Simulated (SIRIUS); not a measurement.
**Si under changes of volume**

One of the cells (20.126 Å³/atom); the others are scaled copies at fixed shape and fractional positions:

```
Si
1.0
     3.83132    0.00000    0.00000
    -1.91566    3.31802    0.00000
     0.00000    0.00000    6.33262
Si
4
Cartesian
  1.9157 1.1060 5.9336
  0.0000 2.2120 2.7673
  1.9157 1.1060 3.5653
  0.0000 2.2120 0.3990
```

This isn't the form of Si at room conditions, which is diamond.

- Program: SIRIUS 7.12.0
- Functional: LDA
- Potentials or basis: all-electron FP-LAPW
- Cutoff: 180 eV
- Basis: apw+lo standard
- k mesh: 8 × 8 × 4
- Occupations: fermi-dirac, width 0.05 eV
- Spin: no spin polarisation

```csv
volume (Å³/atom),energy over the lowest point (meV/atom),gap on the mesh (eV)
18.918,9.33,0.18
19.321,1.94,0.23
19.723,0.00,0.28
20.126,2.94,0.32
20.528,10.33,0.36
20.931,21.63,0.39
21.333,?,?
```

Question: What does the run at 21.333 Å³/atom give?

Answer: Energy over the lowest point 36.48 meV/atom; gap on the mesh 0.43 eV.

Worked out: A Birch-Murnaghan fit of order 3 (a polynomial in V^(-2/3)) to the other rows has its minimum at 19.67 Å³/atom with B0 = V·E''(V) = 96 GPa and B' = 4.2 at fixed shape and positions, which overstates the stiffness. It gives 36.48 meV/atom at 21.333 Å³/atom, against the run's 36.48. A straight line through the other rows of the gap, of slope 2.09 eV per unit of ln V, extrapolates to 0.44 eV, against the run's 0.43.

Energies are extrapolated to zero smearing.

A mesh can miss the band edges.
